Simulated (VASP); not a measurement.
# Settings for CF₄: self-consistent run

CF₄, molecule in box, 5 atoms in the cell. PBE with TS; PAW potentials F, C (PBE set). VASP 6.6.1.

Wanted: energy within 2 meV/atom; pressure within 0.1 GPa.

POSCAR:
```
CF4
1.0
   12.0000000000      0.0000000000      0.0000000000
    0.0000000000     11.0000000000      0.0000000000
    0.0000000000      0.0000000000     11.0000000000
F C
4 1
Direct
    0.4174333300      0.4852545500      0.5919863600
    0.5847333300      0.4373818200      0.5402227300
    0.4496083300      0.4115000000      0.4141954500
    0.5046583300      0.5923181800      0.4586954500
    0.4891083300      0.4816181800      0.5012772700
```

## Self-consistent screening

| Self-consistent screening | Energy less reference (meV/atom) | Pressure (GPa) | SCF iterations | Time (s) |
|---|---|---|---|---|
| default | 0.0 | 0.27 | 25 | 159 |
| SCSRAD = 30 | 0.0 | 0.27 | 25 | 155 |
| SCSRAD = 60 | 0.0 | 0.27 | 25 | 177 |
| LSCALER0 = F | 0.2 | 0.27 | 25 | 164 |

Chosen: default; no other choice that stays within half of the tolerance saves 30 % of the time.

## The input

INCAR:
```
SYSTEM = CF4
PREC     = Accurate       ! precision mode
ENCUT    = 520            ! plane-wave cutoff, eV
EDIFF    = 1E-7           ! SCF threshold, eV
ISMEAR   = 0              ! smearing method
SIGMA    = 0.02           ! smearing width, eV
LREAL    = .FALSE.        ! projectors in reciprocal space
LASPH    = .TRUE.         ! aspherical terms in the spheres
ALGO     = Normal         ! electronic algorithm
NELM     = 100            ! most SCF steps
ISIF     = 2              ! what is computed and relaxed
LWAVE    = .FALSE.        ! write WAVECAR
LCHARG   = .FALSE.        ! write CHGCAR
IVDW     = 2              ! dispersion correction
LVDWSCS  = .TRUE.        
```

KPOINTS:
```
k-points
0
Gamma
  1 1 1
```

Commands:
```
cat potpaw_PBE.64/F/POTCAR potpaw_PBE.64/C/POTCAR > POTCAR
mpirun -np 1 vasp_std > vasp.out
```

The chosen input took VASP 6.6.1 159 s on 1 core (Intel Xeon Platinum 8259CL @ 2.50GHz (Skylake/Cascade Lake)), a shared host.
